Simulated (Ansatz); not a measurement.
**SiO2: band structure with LDA**

Crystal: SiO2.

```xyz
12
Lattice="-2.6233 4.7768 4.4417 2.6233 -4.7768 4.4417 2.6233 4.7768 -4.4417" Properties=species:S:1:pos:R:3 pbc="T T T"
Si    2.6233   -0.8083    3.0643
Si    2.6233    3.9685   -3.0643
Si    0.0000    5.5850    1.3774
Si    0.0000    0.8083    7.5059
O     0.0000    4.7768    0.0000
O     0.0000    0.0000    0.0000
O    -1.3117    5.1892    2.2208
O     1.3117   -0.4125    2.2208
O     1.3117    4.3643   -2.2208
O     1.3117    5.1892    2.2208
O     0.0000    7.1651    1.0599
O     2.6233   -2.3884    3.3818
```

The cell comes from a database or a generator and needn't be the stable form of this composition.

```json
{
  "Program": "Ansatz 0.2.0",
  "Task": "band structure",
  "Functional": "LDA",
  "Potentials or basis": "Ansatz PAW",
  "Cutoff": "420 eV (not typed: the program's choice for these potentials)",
  "k mesh": "6 × 6 × 6",
  "Occupations": "fermi-dirac, width 0.05 eV",
  "Spin": "no spin polarisation",
  "Path": "[[\"G\", \"X\", \"L\", \"T\", \"W\", \"R\", \"X1\", \"Z\", \"G\", \"Y\", \"S\", \"W\"], [\"L1\", \"Y\"], [\"Y1\", \"Z\"]]",
  "Points for each segment of the path": "10"
}
```

```yaml
Pressure: -1.2 GPa
Largest_force: 0.103 eV/Å
Band_gap_on_the_k_mesh: 5.42 eV, direct
Band_gap_along_the_path: 5.42 eV, direct
```

Forces in eV/Å, atoms in the order of the input:
```
Si   0.000 -0.087 -0.055
Si   0.000 -0.087  0.055
Si   0.000  0.087  0.055
Si   0.000  0.087 -0.055
O    0.000  0.000  0.000
O    0.000  0.000  0.000
O    0.000  0.034  0.000
O    0.000 -0.034  0.000
O    0.000 -0.034  0.000
O    0.000  0.034  0.000
O    0.000  0.000  0.034
O    0.000  0.000 -0.034
```

Stress tensor (GPa, compression positive):
```
-1.27  0.00  0.00
 0.00 -1.19  0.00
 0.00  0.00 -1.18
```

Levels at the corners of the path, in eV from the valence-band top:
```tsv
point	band 28	band 29	band 30	band 31	band 32	band 33	band 34	band 35	band 36	band 37
Γ	-1.24	-1.06	-0.72	-0.43	0.00	5.42	8.39	8.59	8.79	9.05
X	-1.39	-1.20	-0.59	-0.48	-0.18	7.96	8.11	8.13	8.36	8.51
L	-1.39	-1.20	-0.59	-0.48	-0.18	7.95	8.09	8.13	8.25	8.64
T	-1.37	-0.89	-0.85	-0.74	-0.20	7.58	7.74	8.38	8.40	9.16
W	-1.45	-0.88	-0.88	-0.41	-0.41	7.91	7.91	8.03	8.03	9.38
R	-1.45	-0.98	-0.98	-0.40	-0.40	7.61	7.61	8.84	8.84	9.08
X1	-1.39	-1.20	-0.59	-0.48	-0.18	7.96	8.11	8.13	8.36	8.51
Z	-1.36	-0.56	-0.24	-0.21	-0.02	7.33	7.39	7.69	7.83	8.61
Γ	-1.24	-1.06	-0.72	-0.43	0.00	5.42	8.39	8.59	8.79	9.05
Y	-1.36	-0.56	-0.24	-0.21	-0.03	7.28	7.40	7.63	7.94	8.62
S	-1.21	-0.56	-0.54	-0.31	-0.14	6.38	6.91	8.45	8.93	9.05
W	-1.45	-0.88	-0.88	-0.41	-0.41	7.91	7.91	8.03	8.03	9.38
L1	-1.39	-1.20	-0.59	-0.48	-0.18	7.95	8.09	8.13	8.25	8.64
Y	-1.36	-0.56	-0.24	-0.21	-0.03	7.28	7.40	7.63	7.94	8.62
Y1	-1.36	-0.56	-0.24	-0.21	-0.03	7.28	7.40	7.63	7.94	8.62
Z	-1.36	-0.56	-0.24	-0.21	-0.02	7.33	7.39	7.69	7.83	8.61
```

Run time: 50 s on 4 threads of Intel(R) Xeon(R) Processor @ 2.50GHz (Skylake/Cascade Lake) (shared host), peak memory 1.1 GiB.

Caveat: the pressure holds a Pulay correction of +0.6 GPa for the finite cutoff; the PAW data sets come from PBE, with cores solved anew for the run's functional, which leaves a small shift of forces and pressure.
